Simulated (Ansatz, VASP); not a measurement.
W: VASP beside Ansatz

File INCAR:

```
PREC     = Accurate       # precision mode
ENCUT    = 600            # plane-wave cutoff, eV
EDIFF    = 1E-6           # SCF threshold, eV
ISMEAR   = -1             # smearing method
SIGMA    = 0.05           # smearing width, eV
LREAL    = F              # projectors in reciprocal space
LASPH    = T              # aspherical terms in the spheres
NELM     = 100            # most SCF steps
ALGO     = Fast           # electronic algorithm
ISIF     = 3              # what is computed and relaxed
LWAVE    = F              # write WAVECAR
LCHARG   = F              # write CHGCAR
GGA      = PS             # functional
IBRION   = 2              # ionic algorithm
NSW      = 60             # ionic steps
EDIFFG   = -0.01          # ionic threshold
```

File KPOINTS:

```
regular mesh
0
Gamma
  12 12 12
```

Contents of POSCAR:

```
W
1.0
   -1.5823450000      1.5823450000      1.5823450000
    1.5823450000     -1.5823450000      1.5823450000
    1.5823450000      1.5823450000     -1.5823450000
W
1
Direct
    0.0000000000      0.0000000000      0.0000000000
```

File input.yaml:

```yaml
crystal:
  lattice:
    - [-1.582345, 1.582345, 1.582345]
    - [1.582345, -1.582345, 1.582345]
    - [1.582345, 1.582345, -1.582345]
  atoms:
    - { symbol: W, position: [0.0, 0.0, 0.0] }
hamiltonian:
  xc: pbesol
  pseudopotentials: { kind: paw }
kpoints:
  mp_grid: { grid: [12, 12, 12] }
scf:
  occupations: { method: fermi_dirac, width: 0.05 }
output:
  forces: true
  stress: true
  eigenvalues: true
relax:
  f_tol: 0.01
  max_steps: 40
  cell: { stress_tol: 0.05 }
```

Alike in both runs: task relaxation of cell and atoms; functional PBEsol; k mesh 12 × 12 × 12; occupations fermi-dirac, width 0.05 eV; no spin polarisation.

|  | VASP | Ansatz |
| --- | --- | --- |
| version | VASP 6.6.1 | Ansatz 0.2.0 |
| potentials or method | VASP PAW PBE potentials, release 64 (W_sv) | Ansatz PAW |
| plane-wave cutoff (eV) | 600 | 420 |
| valence electrons in the cell | 14 | 14 |

|  | VASP | Ansatz | Ansatz less VASP |
| --- | --- | --- | --- |
| gap on the k mesh at the Fermi level, each at its own relaxed structure (eV) | none | none | - |
| relaxed volume (Å³/atom) | 15.73 | 15.69 | -0.037 |
| relaxed cell length with the largest relative difference (Å) | 2.734 | 2.732 | -0.0022 |
| energy change over the relaxation (meV/atom) | -1 | -1 | -0.6 |

A gap of «none» marks a metal or a gap that the smearing closes.

Caveats: the PAW data sets were made with another functional, which shifts forces and pressure a little (VASP); the plane-wave basis is chosen anew once the cell has moved, so the energies of steps on either side of that aren't comparable (Ansatz); the PAW data sets come from PBE, with cores solved anew for the run's functional, which leaves a small shift of forces and pressure (Ansatz). Spin-orbit coupling is left out, which matters for the levels of W.
